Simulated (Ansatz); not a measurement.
Input of an Ansatz 0.2.0 run:

The input input.yaml:

```yaml
crystal:
  lattice:
    - [0.0, 1.813001, 1.813001]
    - [1.813001, 0.0, 1.813001]
    - [1.813001, 1.813001, 0.0]
  atoms:
    - { symbol: "N", position: [0.25, 0.25, 0.25] }
    - { symbol: B, position: [0.0, 0.0, 0.0] }
hamiltonian:
  xc: pbe
  pseudopotentials: { kind: paw }
kpoints:
  mp_grid: { grid: [13, 13, 13] }
scf:
  occupations: { method: fermi_dirac, width: 0.05 }
output:
  forces: true
  stress: true
  eigenvalues: true
  write_density: true
  write_potential: true
  elf: true
  volumetric_format: npy
relax:
  f_tol: 0.01
  max_steps: 40
  cell: { stress_tol: 0.05 }
```

Potentials or basis: Ansatz PAW.

Run with:

```sh
$ ansatz run input.yaml --threads 2 --pin off --max-ram 5632MiB --backend cpu --events-out ev --progress --plain --runs-dir out
```

Problem. What does it give for the band gap on the k mesh?

Solution. 4.54 eV, indirect (least direct gap 8.79 eV).

Problem. Estimate the relaxed cell.

Solution. a = 2.563 Å, b = 2.563 Å, c = 2.563 Å, α = 60.00°, β = 60.00°, γ = 60.00°.

Problem. What does it give for the space group after relaxing (to 0.05 Å)?

Solution. F-43m (No. 216).

Problem. Predict the relaxed volume.

Solution. 5.95 Å³/atom.

Final structure:
```xyz
2
Lattice="0.0000 1.8124 1.8124 1.8124 0.0000 1.8124 1.8124 1.8124 0.0000" Properties=species:S:1:pos:R:3 pbc="T T T"
N     0.9062    0.9062    0.9062
B     0.0000    0.0000    0.0000
```

Caveat: odd divisions of the mesh miss points on the zone boundary, where band edges often lie, so the gap on the mesh can be too wide; the plane-wave basis is chosen anew once the cell has moved, so the energies of steps on either side of that aren't comparable; the pressure holds a Pulay correction of +1.1 GPa for the finite cutoff. A hybrid or GW would open this gap; PBE tends to underestimate it.
